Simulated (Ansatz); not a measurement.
Program: Ansatz. Geometries: PBE0-D4/def2-TZVP. ΔE: electronic, gas phase. CBS: MP2 limit from def2 TZ/QZ plus the TZ coupled-cluster correction, frozen cores. This one scheme is used for every species. Functionals use def2-TZVPP. Each species was taken in one conformer, which may not be the lowest.

`CCB(N)O` + `CCC=O` → `CCB(O)CC` + `NC=O`  (formal exchange of groups at a B–N bond)

`CCB(N)O`:

Cartesian coordinates in Å:
```
C -0.307 1.184 1.346
C 0.648 0.366 0.481
B -0.052 -0.387 -0.716
N 0.289 -1.716 -1.043
O -0.996 0.312 -1.434
H 0.223 1.742 2.122
H -0.866 1.900 0.740
H -1.039 0.543 1.845
H 1.213 -0.337 1.103
H 1.399 1.039 0.045
H -0.095 -2.235 -1.814
H 0.972 -2.231 -0.517
H -1.389 -0.180 -2.156
```

`CCC=O`:

Z-matrix (Å, degrees):
```
C
C 1 1.524
H 1 1.091 2 110.8
H 1 1.093 2 111.3 3 119.8
H 1 1.092 2 111.1 3 -120.0
C 2 1.499 1 111.6 3 -175.3
H 2 1.091 1 112.2 3 62.4
H 2 1.098 1 109.4 3 -57.3
O 6 1.200 2 125.2 1 -126.5
H 6 1.115 2 114.5 1 53.2
```

`CCB(O)CC`:

```xyz
17

C    -1.625    0.981   -0.714
C    -0.884    1.223    0.598
B     0.371    0.319    0.880
O     1.386    0.904    1.581
C     0.498   -1.184    0.406
C     1.167   -1.275   -0.972
H    -1.007    1.244   -1.576
H    -2.538    1.578   -0.778
H    -1.912   -0.067   -0.828
H    -1.572    1.023    1.435
H    -0.613    2.279    0.701
H     2.105    0.297    1.779
H     1.085   -1.768    1.127
H    -0.487   -1.660    0.356
H     0.588   -0.746   -1.733
H     2.168   -0.834   -0.962
H     1.270   -2.312   -1.301
```

`NC=O`:

```xyz
6

N     0.061   -0.494    0.480
C    -0.062    0.468   -0.460
O    -0.791    0.408   -1.419
H    -0.485   -1.336    0.398
H     0.687   -0.386    1.257
H     0.589    1.340   -0.257
```

| level | ΔE (kcal/mol) |
| --- | --- |
| r2SCANh-D4 | 12.2 |
| HF/def2-SVP | 15.6 |

Question: What does CCSD(T)/CBS give? (Estimate.)

Answer: Ansatz gave: +15.0 kcal/mol. The listed levels differ from it by -2.8, 0.6 kcal/mol.

Largest T1 diagnostic among the species: 0.016.

Leaving LDA and LC-ωPBE aside and taking each functional with its dispersion term where it has one, the values, not all of them listed here, spread over 3.6 kcal/mol, from revPBE-D4 to BHLYP-D4. LDA lies −1.2 kcal/mol from PBE without D4. In def2-TZVPP, CCSD(T) changes the Hartree–Fock value by −2.0 kcal/mol (the triples alone add −0.6 kcal/mol) and MP2 by −2.5 kcal/mol. From PBE to PBE0 (25 % exact exchange), in def2-TZVPP and without D4, ΔE moves by +1.2 kcal/mol.

CCSD(T)/CBS has its own doubt, a few kJ/mol and more with outer-core shells, so smaller differences from it don't rank the levels.
